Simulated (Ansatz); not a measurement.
**Ionic part of the dielectric constant of SiC at 5 GPa, mode by mode**

Level of theory: Ansatz 0.2.0, DFT PBE, scalar-relativistic, plane waves, PAW. Settings: 420 eV plane-wave cutoff, Γ-centred 12×12×6 mesh, fixed occupations. No spin polarisation. Phonons by linear response, acoustic sum rule imposed.

Symmetry: P6_3mc, No. 186, hexagonal system. The conventional cell has a = 3.069 Å, b = 3.069 Å, c = 5.036 Å, α = 90.00°, β = 90.00°, γ = 120.00°. Si (site symmetry 3m) is surrounded by 4 C at 1.88 to 1.89 Å. C (site symmetry 3m) is surrounded by 4 Si at 1.88 to 1.89 Å.

The primitive cell has V = 41.08 Å³ and ε∞,xx = 6.893. Each polar mode adds Δε = (4.92064×10⁷/V)·S/ν² along x, with S its oscillator strength in e²/amu, ν in cm⁻¹ and V in Å³.

Task: From these modes, find each Δε and ε0,xx.
| ν (cm⁻¹) | S_xx (e²/amu) |
| --- | --- |
| 798.2 | 1.709 |

Result:
| ν (cm⁻¹) | Δε |
| --- | --- |
| 798.2 | 3.21 |

The sum is 3.213, so ε0,xx = 10.11; the run's tensor has 10.11.

Task: Where do the longitudinal modes lie for a wave vector along x?

Result: At 966 cm⁻¹. The Lyddane–Sachs–Teller product Π(ν_LO/ν_TO)² = 1.47 matches ε0/ε∞ = 1.47.

Cost: 1 run of about 1.5 core-minutes, on Intel Xeon Platinum 8375C (Ice Lake) (shared hosts).